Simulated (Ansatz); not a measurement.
Eigenvalues along a path: Ti (fcc type)

```
CELL_PARAMETERS angstrom
0.00000 2.00234 2.00234
2.00234 0.00000 2.00234
2.00234 2.00234 0.00000
ATOMIC_POSITIONS crystal
Ti 0.00000 0.00000 0.00000
```

The cell comes from a relaxation on PAW files under the same functional, begun from a prototype that needn't be the stable phase.

All numbers are LDA results (scalar-relativistic) from Ansatz 0.2.0, with a Γ-centred 18×18×18 k mesh, Fermi–Dirac smearing of 0.1 eV, no spin polarisation. Methods: LAPW: all electrons, basis error target 1 meV/atom.

Path points, in fractions of the reciprocal vectors: Γ (0.000, 0.000, 0.000), X (0.500, 0.000, 0.500), U (0.625, 0.250, 0.625), K (0.375, 0.375, 0.750), L (0.500, 0.500, 0.500), W (0.500, 0.250, 0.750). The distance column jumps between branches of the path. Levels in eV from the Fermi level; bands 5 to 8, counted from the lowest band of the run. The gap is zero, the pressure 0.01 GPa.

```
# k(1/Å) point b5 b6 b7 b8
0.000 Γ -6.17 0.89 0.89 0.89
0.224 - -5.94 0.71 1.00 1.00
0.448 - -5.26 0.23 1.33 1.33
0.672 - -4.29 -0.40 1.45 1.86
0.897 - -3.32 -1.02 1.15 2.54
1.121 - -2.84 -1.52 1.63 3.31
1.345 - -2.82 -1.85 2.69 3.83
1.569 X -2.87 -1.96 3.28 3.89
1.648 - -2.85 -1.94 3.07 3.86
1.727 - -2.79 -1.89 2.68 3.77
1.807 - -2.68 -1.82 2.26 3.62
1.886 - -2.54 -1.71 1.86 3.44
1.965 - -2.36 -1.59 1.48 3.22
2.044 - -2.16 -1.46 1.13 3.00
2.124 U -1.94 -1.34 0.81 2.78
3.084 K -1.94 -1.34 0.81 2.78
3.322 - -1.24 -1.17 0.07 2.19
3.560 - -1.74 -0.37 -0.32 1.83
3.798 - -2.81 -0.37 0.41 1.75
4.035 - -4.06 -0.12 0.99 1.68
4.273 - -5.16 0.30 1.17 1.26
4.511 - -5.91 0.72 0.99 1.00
4.749 Γ -6.17 0.89 0.89 0.89
4.943 - -5.99 0.78 0.96 0.96
5.137 - -5.48 0.50 1.11 1.11
5.331 - -4.72 0.18 1.19 1.19
5.525 - -3.86 0.00 1.10 1.10
5.719 - -3.18 0.17 0.93 0.93
5.913 - -2.84 0.65 0.79 0.79
6.107 L -2.77 0.74 0.74 0.94
6.266 - -2.66 0.45 0.83 0.95
6.424 - -2.36 -0.06 0.77 1.07
6.583 - -1.93 -0.59 0.47 1.45
6.741 - -1.42 -1.05 0.13 1.88
6.900 - -1.41 -0.92 -0.15 2.20
7.058 - -1.64 -0.55 -0.34 2.28
7.217 W -1.72 -0.41 -0.41 2.27
7.329 - -1.79 -0.81 0.05 2.38
7.441 - -2.00 -1.15 0.55 2.64
7.553 - -2.25 -1.44 1.10 3.00
7.665 - -2.50 -1.66 1.69 3.35
7.777 - -2.70 -1.83 2.30 3.64
7.889 - -2.83 -1.93 2.91 3.83
8.001 X -2.87 -1.96 3.28 3.89
```
